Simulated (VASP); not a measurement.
# MnS (P6_3mc) in VASP: a series of runs

Runs on MnS. Level: PBEsol+U. Tasks: single point.

Program: VASP 6.6.1. These are calculated values, not measurements. Logs are shortened: lines on timing, memory, paths and dates and some standing lists are left out, and cuts for length are marked.

## (1) The structure

The structure is hexagonal, space group P6_3mc (No. 186). Conventional cell: a = 3.976 Å, b = 3.976 Å, c = 6.432 Å, α = 90.00°, β = 90.00°, γ = 120.00°. Around Mn (site symmetry 3m) lie 4 S at 2.41 to 2.48 Å. S (site symmetry 3m) is surrounded by 4 Mn at 2.41 to 2.48 Å.

## (2) Single point, PBEsol+U, collinear spin, ferromagnetic start

Contents of INCAR:

```
SYSTEM = MnS
PREC     = Accurate       ! precision mode
ENCUT    = 520            ! plane-wave cutoff, eV
EDIFF    = 1E-6           ! SCF threshold, eV
ISMEAR   = 0              ! smearing method
SIGMA    = 0.05           ! smearing width, eV
LREAL    = .False.        ! projectors in reciprocal space
LASPH    = .True.         ! aspherical terms in the spheres
NELM     = 100            ! most SCF steps
ALGO     = Normal         ! electronic algorithm
ISIF     = 2              ! what is computed and relaxed
LWAVE    = .False.        ! write WAVECAR
LCHARG   = .False.        ! write CHGCAR
ISPIN    = 2              ! spin polarisation
MAGMOM   = 4 4 0 0        ! initial moments
LORBIT   = 11             ! projections on sites
LMAXMIX  = 4              ! l up to which the mixer works
LDAU     = .True.         ! DFT+U
LDAUTYPE = 2            
LDAUL    = 2 -1           ! shell
LDAUU    = 4 0            ! U, eV
LDAUJ    = 0 0          
LDAUPRINT= 1            
GGA      = PS             ! functional
```

Contents of KPOINTS:

```
Automatic mesh
0
Gamma
  7 7 4
  0 0 0
```

Contents of POSCAR:

```
MnS
1.0
    3.9760016100      0.0000000000      0.0000000000
   -1.9880008000      3.4433184000      0.0000000000
    0.0000000000      0.0000000000      6.4320005000
Mn S
2 2
Direct
    0.3333333333      0.6666666667      0.0000000000
    0.6666666667      0.3333333333      0.5000000000
    0.3333333333      0.6666666667      0.3850000000
    0.6666666667      0.3333333333      0.8850000000
```

Potentials or basis: VASP PAW PBE potentials, release 64 (Mn_pv, S).

Launch:

```sh
> cat potpaw_PBE.64/Mn_pv/POTCAR potpaw_PBE.64/S/POTCAR > POTCAR
> mpirun -np 1 vasp_std > vasp.out
```

OUTCAR:

```text
SYSTEM = MnS
   PREC = Accurate
   ENCUT = 520
   EDIFF = 1E-6
   ISMEAR = 0
   LREAL = .False.
   LASPH = .True.
   NELM = 100
   ISIF = 2
   ISPIN = 2
   LORBIT = 11
   GGA = PS

 ion  position               nearest neighbor table
   1  0.333  0.667  0.000-   4 2.41   4 2.41   4 2.41   3 2.48
   2  0.667  0.333  0.500-   3 2.41   3 2.41   3 2.41   4 2.48
   3  0.333  0.667  0.385-   2 2.41   2 2.41   2 2.41   1 2.48
   4  0.667  0.333  0.885-   1 2.41   1 2.41   1 2.41   2 2.48

  LATTYP: Found a hexagonal cell.
 ALAT       =     3.9760016100
 C/A-ratio  =     1.6177057081

  Lattice vectors:

 A1 = (   3.9760016100,   0.0000000000,   0.0000000000)
 A2 = (  -1.9880008000,   3.4433184000,   0.0000000000)
 A3 = (   0.0000000000,   0.0000000000,   6.4320005000)

Analysis of symmetry for initial positions (statically):
=====================================================================
 Subroutine PRICEL returns:
 Original cell was already a primitive cell.

 Routine SETGRP: Setting up the symmetry group for a
 hexagonal supercell.

 Subroutine GETGRP returns: Found 12 space group operations
 (whereof  6 operations were pure point group operations)
 out of a pool of 24 trial point group operations.

The static configuration has the point symmetry C_3v.
 The point group associated with its full space group is C_6v.

Analysis of symmetry for dynamics (positions and initial velocities):
=====================================================================
 Subroutine PRICEL returns:
 Original cell was already a primitive cell.

 Routine SETGRP: Setting up the symmetry group for a
 hexagonal supercell.

 Subroutine GETGRP returns: Found 12 space group operations
 (whereof  6 operations were pure point group operations)
 out of a pool of 24 trial point group operations.

The dynamic configuration has the point symmetry C_3v.
 The point group associated with its full space group is C_6v.

Analysis of structural, dynamic, and magnetic symmetry:
=====================================================================
 Subroutine PRICEL returns:
 Original cell was already a primitive cell.

 Routine SETGRP: Setting up the symmetry group for a
 hexagonal supercell.

 Subroutine GETGRP returns: Found 12 space group operations
 (whereof  6 operations were pure point group operations)
 out of a pool of 24 trial point group operations.

The overall configuration has the point symmetry C_3v.
 The point group associated with its full space group is C_6v.

 Subroutine INISYM returns: Found 12 space group operations
 (whereof  6 operations are pure point group operations),
 and found     1 'primitive' translations

----------------------------------------------------------------------------------------

                                     Primitive cell

  volume of cell :      88.0582

  direct lattice vectors                    reciprocal lattice vectors
     3.976001610  0.000000000  0.000000000     0.251508952  0.145208761  0.000000000
    -1.988000800  3.443318400  0.000000000     0.000000000  0.290417523  0.000000000
     0.000000000  0.000000000  6.432000500     0.000000000  0.000000000  0.155472625

  length of vectors
     3.976001610  3.976001608  6.432000500     0.290417523  0.290417523  0.155472625

  position of ions in fractional coordinates (direct lattice)
     0.333333333  0.666666667  0.000000000
     0.666666667  0.333333333  0.500000000
     0.333333333  0.666666667  0.385000000
     0.666666667  0.333333333  0.885000000

  ion indices of the primitive-cell ions
[... 146 lines left out ...]
  o =  0.0600  v =  0.0000  0.0000  0.0000  0.0000  0.0000  0.6196 -0.3574 -0.0000  0.3759 -0.5891      0.0000  0.0000  0.0000  0.0000  0.0000  0.0000  0.0000  0.0000  0.0000  0.0000
  o =  0.0600  v =  0.0000  0.0000  0.0000  0.0000  0.0000 -0.5891 -0.3759  0.0000 -0.3574 -0.6196      0.0000  0.0000  0.0000  0.0000  0.0000  0.0000  0.0000  0.0000  0.0000  0.0000
  o =  0.9327  v =  0.3848  0.5839  0.0000 -0.6141 -0.3659  0.0000  0.0000  0.0000  0.0000  0.0000      0.0000  0.0000  0.0000  0.0000  0.0000  0.0000  0.0000  0.0000  0.0000  0.0000
  o =  0.9327  v =  0.3659 -0.6141  0.0000 -0.5839  0.3848  0.0000  0.0000  0.0000  0.0000  0.0000      0.0000  0.0000  0.0000  0.0000  0.0000  0.0000  0.0000  0.0000  0.0000  0.0000
  o =  0.9384  v =  0.6141 -0.3659  0.0000  0.3848 -0.5839  0.0000  0.0000  0.0000  0.0000  0.0000      0.0000  0.0000  0.0000  0.0000  0.0000  0.0000  0.0000  0.0000  0.0000  0.0000
  o =  0.9384  v =  0.5839  0.3848  0.0000  0.3659  0.6141  0.0000  0.0000  0.0000  0.0000  0.0000      0.0000  0.0000  0.0000  0.0000  0.0000  0.0000  0.0000  0.0000  0.0000  0.0000
  o =  0.9401  v = -0.0000  0.0000  1.0000 -0.0000  0.0000  0.0000  0.0000  0.0000  0.0000  0.0000      0.0000  0.0000  0.0000  0.0000  0.0000  0.0000  0.0000  0.0000  0.0000  0.0000

atom =   2  type =  1  l = 2

 onsite density matrix

spin component  1

  0.9368  0.0000 -0.0000 -0.0026 -0.0000
  0.0000  0.9343 -0.0000  0.0000 -0.0026
 -0.0000 -0.0000  0.9401  0.0000  0.0000
 -0.0026  0.0000  0.0000  0.9343 -0.0000
 -0.0000 -0.0026  0.0000 -0.0000  0.9368

spin component  2

  0.0484  0.0000 -0.0000 -0.0191 -0.0000
  0.0000  0.0285 -0.0000  0.0000 -0.0191
 -0.0000 -0.0000  0.0586  0.0000  0.0000
 -0.0191  0.0000  0.0000  0.0285 -0.0000
 -0.0000 -0.0191  0.0000 -0.0000  0.0484

 occupancies and eigenvectors

  o =  0.0170  v =  0.0000  0.0000  0.0000  0.0000  0.0000 -0.3759  0.5891 -0.0000 -0.6196  0.3574      0.0000  0.0000  0.0000  0.0000  0.0000  0.0000  0.0000  0.0000  0.0000  0.0000
  o =  0.0170  v =  0.0000  0.0000  0.0000  0.0000  0.0000 -0.3574 -0.6196 -0.0000 -0.5891 -0.3759      0.0000  0.0000  0.0000  0.0000  0.0000  0.0000  0.0000  0.0000  0.0000  0.0000
  o =  0.0586  v =  0.0000  0.0000  0.0000  0.0000  0.0000 -0.0000 -0.0000 -1.0000  0.0000  0.0000      0.0000  0.0000  0.0000  0.0000  0.0000  0.0000  0.0000  0.0000  0.0000  0.0000
  o =  0.0600  v =  0.0000  0.0000  0.0000  0.0000  0.0000  0.6196  0.3575 -0.0000 -0.3759 -0.5891      0.0000  0.0000  0.0000  0.0000  0.0000  0.0000  0.0000  0.0000  0.0000  0.0000
  o =  0.0600  v =  0.0000  0.0000  0.0000  0.0000  0.0000 -0.5891  0.3759  0.0000  0.3575 -0.6196      0.0000  0.0000  0.0000  0.0000  0.0000  0.0000  0.0000  0.0000  0.0000  0.0000
  o =  0.9327  v =  0.3848 -0.5839  0.0000  0.6141 -0.3659  0.0000  0.0000  0.0000  0.0000  0.0000      0.0000  0.0000  0.0000  0.0000  0.0000  0.0000  0.0000  0.0000  0.0000  0.0000
  o =  0.9327  v =  0.3659  0.6141  0.0000  0.5839  0.3848  0.0000  0.0000  0.0000  0.0000  0.0000      0.0000  0.0000  0.0000  0.0000  0.0000  0.0000  0.0000  0.0000  0.0000  0.0000
  o =  0.9384  v =  0.6141  0.3659  0.0000 -0.3848 -0.5839  0.0000  0.0000  0.0000  0.0000  0.0000      0.0000  0.0000  0.0000  0.0000  0.0000  0.0000  0.0000  0.0000  0.0000  0.0000
  o =  0.9384  v =  0.5839 -0.3848  0.0000 -0.3659  0.6141  0.0000  0.0000  0.0000  0.0000  0.0000      0.0000  0.0000  0.0000  0.0000  0.0000  0.0000  0.0000  0.0000  0.0000  0.0000
  o =  0.9401  v = -0.0000 -0.0000  1.0000  0.0000  0.0000  0.0000  0.0000  0.0000  0.0000  0.0000      0.0000  0.0000  0.0000  0.0000  0.0000  0.0000  0.0000  0.0000  0.0000  0.0000

 number of electron      37.9999996 magnetization      10.0000324

 Free energy of the ion-electron system (eV)
  ---------------------------------------------------
  ext. energy  EPLUGINS =         0.00000000
  ---------------------------------------------------
  free energy    TOTEN  =       -27.17119089 eV

  energy without entropy =      -27.17119089  energy(sigma->0) =      -27.17119089

 E-fermi :   4.3340     XC(G=0):  -9.4703

 val. band max:        4.1069243009   @ k =   0.0000   0.0000   0.0000
 cond. band min:       5.4076459007   @ k =   0.0000   0.0000   0.0000
 fundamental gap:      1.3007215998
 Fermi energy:         4.3339858059

 spin component 1

 k-point     1 :       0.0000    0.0000    0.0000
  band No.  band energies     occupation
      1     -46.3432      1.00000
      2     -46.3399      1.00000
      3     -46.3305      1.00000
      4     -46.3305      1.00000
      5     -46.3299      1.00000
      6     -46.3299      1.00000
[... 709 lines left out ...]
     26       8.3175      0.00000
     27       9.6500      0.00000
 Fermi energy:         4.3339858059

 spin component 2

 k-point     1 :       0.0000    0.0000    0.0000
  band No.  band energies     occupation
      1     -41.5480      1.00000
      2     -41.5432      1.00000
      3     -41.5403      1.00000
      4     -41.5403      1.00000
      5     -41.5396      1.00000
      6     -41.5395      1.00000
[... 709 lines left out ...]
     26      10.2710      0.00000
     27      11.2858      0.00000

------------------------ aborting loop because EDIFF is reached ----------------------------------------

  FORCE on cell =-STRESS in cart. coord.  units (eV):
  Direction    XX          YY          ZZ          XY          YZ          ZX
  --------------------------------------------------------------------------------------
  -------------------------------------------------------------------------------------
  Total        1.7059421      1.7059421      0.3311013      0.0000000      0.0000000      0.0000000
  in kB       31.0388104     31.0388104      6.0242315      0.0000000      0.0000000      0.0000000
  external PRESSURE =      22.7006174 kB  Pullay stress =       0.0000000 kB

 VOLUME and BASIS-vectors are now :
 -----------------------------------------------------------------------------
  energy-cutoff  :      520.00
  volume of cell :       88.06
      direct lattice vectors                 reciprocal lattice vectors
     3.976001610  0.000000000  0.000000000     0.251508952  0.145208761  0.000000000
    -1.988000800  3.443318400  0.000000000     0.000000000  0.290417523  0.000000000
     0.000000000  0.000000000  6.432000500     0.000000000  0.000000000  0.155472625

 POSITION                                       TOTAL-FORCE (eV/Angst)
 -----------------------------------------------------------------------------------
      0.00000      2.29555      0.00000         0.000000      0.000000      0.218929
      1.98800      1.14777      3.21600        -0.000000      0.000000      0.218929
      0.00000      2.29555      2.47632         0.000000     -0.000000     -0.218929
      1.98800      1.14777      5.69232        -0.000000      0.000000     -0.218929
 -----------------------------------------------------------------------------------
    total drift:                               -0.000001     -0.000000      0.000352

  FREE ENERGIE OF THE ION-ELECTRON SYSTEM (eV)
  ---------------------------------------------------
  free  energy   TOTEN  =       -27.1711908946 eV

  energy  without entropy=      -27.1711908946  energy(sigma->0) =      -27.17119089

 total charge

# of ion       s       p       d       tot
------------------------------------------
    1        0.268   6.221   4.876  11.365
    2        0.268   6.221   4.876  11.365
    3        1.307   2.464   0.000   3.771
    4        1.307   2.464   0.000   3.771
--------------------------------------------------
tot          3.150  17.371   9.753  30.273

 magnetization (x)

# of ion       s       p       d       tot
------------------------------------------
    1        0.047   0.061   4.459   4.568
    2        0.047   0.061   4.459   4.568
    3        0.006   0.021   0.000   0.026
    4        0.006   0.021   0.000   0.026
--------------------------------------------------
tot          0.105   0.164   8.919   9.188
```

Wall time 87 s (1 thread of Intel Xeon 6975P-C (Granite Rapids), shared host); peak memory 0.27 GiB.

What came out:

| Property | Result |
| --- | --- |
| Free energy | -27.1712 eV |
| Pressure | 2.3 GPa |
| Largest force | 0.219 eV/Å |
| Band gap on the k mesh | 1.30 eV, direct |
| Net moment | 10.00 μB per cell |
| Site moments | Mn +4.57; S +0.03 μB |
| Valence electrons inside the program's atomic spheres | Mn 11.37; S 3.77 |

Forces in eV/Å, atoms in the order of the input:
```
Mn   0.000  0.000  0.219
Mn   0.000  0.000  0.219
S    0.000  0.000 -0.219
S    0.000  0.000 -0.219
```

Levels at points of the mesh, in eV from the valence-band top:
Spin up:
| k point | band 20 | band 21 | band 22 | band 23 | band 24 | band 25 | band 26 | band 27 |
| --- | --- | --- | --- | --- | --- | --- | --- | --- |
| (0.00, 0.00, 0.00) | -0.90 | -0.90 | -0.15 | 0.00 | 0.00 | 1.30 | 2.83 | 5.97 |
| (0.00, 0.00, 0.50) | -2.30 | -0.46 | -0.46 | -0.46 | -0.46 | 2.90 | 2.90 | 5.81 |
Spin down:
```tsv
k point	band 10	band 11	band 12	band 13	band 14	band 15	band 16	band 17	band 18	band 19
(0.00, 0.00, 0.00)	-2.68	-2.68	-2.56	-2.56	-2.36	2.19	2.40	2.40	2.60	3.06
(0.00, 0.00, 0.50)	-3.78	-2.62	-2.62	-2.62	-2.62	2.81	2.81	2.81	2.81	3.50
```

Eigenvalues of the final occupation matrices:
```csv
site,spin,trace,eigenvalues
site 1 d,1,4.68,0.93 0.93 0.94 0.94 0.94
site 1 d,2,0.21,0.02 0.02 0.06 0.06 0.06
site 2 d,1,4.68,0.93 0.93 0.94 0.94 0.94
site 2 d,2,0.21,0.02 0.02 0.06 0.06 0.06
```

Caveat: the PAW data sets were made with another functional, which shifts forces and pressure a little; an odd mesh through Γ misses points on the zone boundary, where band edges often lie; only a ferromagnetic start was run, and an antiferromagnetic order may lie lower in energy.

[end of part 1 of 2]
